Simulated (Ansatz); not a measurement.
I need a short molecular-dynamics run of K2S, space group Fm-3m. Use Ansatz's Python interface. Level of theory: PBE, PAW, cutoff 450 eV, 2×2×2 k-points, fixed occupations.

```
K S
1.0
     0.00000    3.69550    3.69550
     3.69550    0.00000    3.69550
     3.69550    3.69550    0.00000
K S
2 1
Direct
  0.25000 0.25000 0.25000
  0.75000 0.75000 0.75000
  0.00000 0.00000 0.00000
```

`run_md.py`
```python
'''A few tens of MD steps for K2S.'''

import ansatz as az
from ase import Atoms
from ase.neighborlist import neighbor_list
import numpy as np
from pymatgen.core import Lattice, Structure
from pymatgen.io.ase import AseAtomsAdaptor

pmg_structure = Structure(
    Lattice([(0.0, 3.6955, 3.6955), (3.6955, 0.0, 3.6955), (3.6955, 3.6955, 0.0)]),
    ['K', 'K', 'S'],
    [
        (0.25, 0.25, 0.25),
        (0.75, 0.75, 0.75),
        (0.0, 0.0, 0.0),
    ],
)
structure = az.Crystal.from_ase(AseAtomsAdaptor.get_atoms(pmg_structure))

# a coarse mesh keeps each step cheap
job = structure.supercell(2, 1, 1).calculation()
job = job.kpoints(2, 2, 2).basis(450)
job = job.occupations('fixed').functional('pbe')
job = job.md('nvt_nose_hoover', timestep=1.0, steps=12, temperature=800, initial_velocities='maxwell_boltzmann', seed=58)
steps = []


def follow(event):
    if event['event'] != 'md_step':
        return
    row = event['data']
    steps.append(row)
    print(f't = {row["time_fs"]:6.1f} fs  E_pot = {row["lagrangian_ev"]:.4f} eV  E_kin = {row["e_kin_ev"]:.4f} eV  T = {row["temperature_k"]:7.1f} K')


done = job.session().plan(threads=1).execute(on_event=follow)
r = done.report

temperature = np.array([s['temperature_k'] for s in steps])
print(f'mean temperature of the second half {temperature[len(steps) // 2 :].mean():.1f} K')

kept = np.array([s['conserved_ev'] for s in steps], float)
print(f'conserved quantity (thermostat and barostat terms included) drifts by {1000 * (kept[-1] - kept[0]) / len(done.lattice.sites):+.3f} meV/atom')

symbols = [site.symbol for site in done.lattice.sites]
pairs = np.concatenate([neighbor_list('d', Atoms(symbols, positions=s['positions_ang'], cell=done.lattice.cell_ang, pbc=True), 4.5) for s in steps[len(steps) // 2 :]])
counts, edges = np.histogram(pairs, bins=np.arange(0.5, 4.51, 0.25))
for low, count in zip(edges, counts / (len(symbols) * len(steps[len(steps) // 2 :]))):
    print(f'{low:4.2f}-{low + 0.25:4.2f} A  {count:6.2f} neighbours an atom')
```

Running `python run_md.py` prints:
```text
DeckWarning: md: disabling space-group detection — thermal motion breaks the input geometry's symmetry, so no spatial operation reduces the k-mesh or symmetrises the density; time reversal is kept, so that k and −k are solved as one point where they differ and the mesh holds both, and exact exchange and, on two spinor [...]
t =    0.0 fs  E_pot = -7961.6274 eV  E_kin = 0.5170 eV  T =   800.0 K
t =    1.0 fs  E_pot = -7961.6272 eV  E_kin = 0.5168 eV  T =   799.6 K
t =    2.0 fs  E_pot = -7961.6263 eV  E_kin = 0.5159 eV  T =   798.3 K
t =    3.0 fs  E_pot = -7961.6249 eV  E_kin = 0.5145 eV  T =   796.1 K
t =    4.0 fs  E_pot = -7961.6229 eV  E_kin = 0.5125 eV  T =   793.0 K
t =    5.0 fs  E_pot = -7961.6204 eV  E_kin = 0.5100 eV  T =   789.1 K
t =    6.0 fs  E_pot = -7961.6173 eV  E_kin = 0.5069 eV  T =   784.3 K
t =    7.0 fs  E_pot = -7961.6136 eV  E_kin = 0.5032 eV  T =   778.6 K
t =    8.0 fs  E_pot = -7961.6094 eV  E_kin = 0.4990 eV  T =   772.1 K
t =    9.0 fs  E_pot = -7961.6046 eV  E_kin = 0.4943 eV  T =   764.8 K
t =   10.0 fs  E_pot = -7961.5994 eV  E_kin = 0.4890 eV  T =   756.7 K
t =   11.0 fs  E_pot = -7961.5936 eV  E_kin = 0.4833 eV  T =   747.7 K
t =   12.0 fs  E_pot = -7961.5873 eV  E_kin = 0.4770 eV  T =   738.0 K
mean temperature of the second half 763.2 K
conserved quantity (thermostat and barostat terms included) drifts by +0.001 meV/atom
0.50-0.75 A    0.00 neighbours an atom
0.75-1.00 A    0.00 neighbours an atom
1.00-1.25 A    0.00 neighbours an atom
1.25-1.50 A    0.00 neighbours an atom
1.50-1.75 A    0.00 neighbours an atom
1.75-2.00 A    0.00 neighbours an atom
2.00-2.25 A    0.00 neighbours an atom
2.25-2.50 A    0.00 neighbours an atom
2.50-2.75 A    0.00 neighbours an atom
2.75-3.00 A    0.00 neighbours an atom
3.00-3.25 A    4.29 neighbours an atom
3.25-3.50 A    1.05 neighbours an atom
3.50-3.75 A    3.67 neighbours an atom
3.75-4.00 A    0.33 neighbours an atom
4.00-4.25 A    0.00 neighbours an atom
4.25-4.50 A    0.00 neighbours an atom
```
(Warnings from the package without file and line, shortened.)

Reading the output:
- Total energies depend on the potentials; only differences at equal settings carry meaning.
- The starting cell is as deposited in a crystallographic database; the results hold for this polymorph, which needn't be the stable one.
- A small cell, a coarse mesh and a very short run: it shows the set-up and gives no equilibrium averages.
- Run time: 21 s on 1 thread of Arm Neoverse V2, on a shared host, peak memory 0.58 GiB.
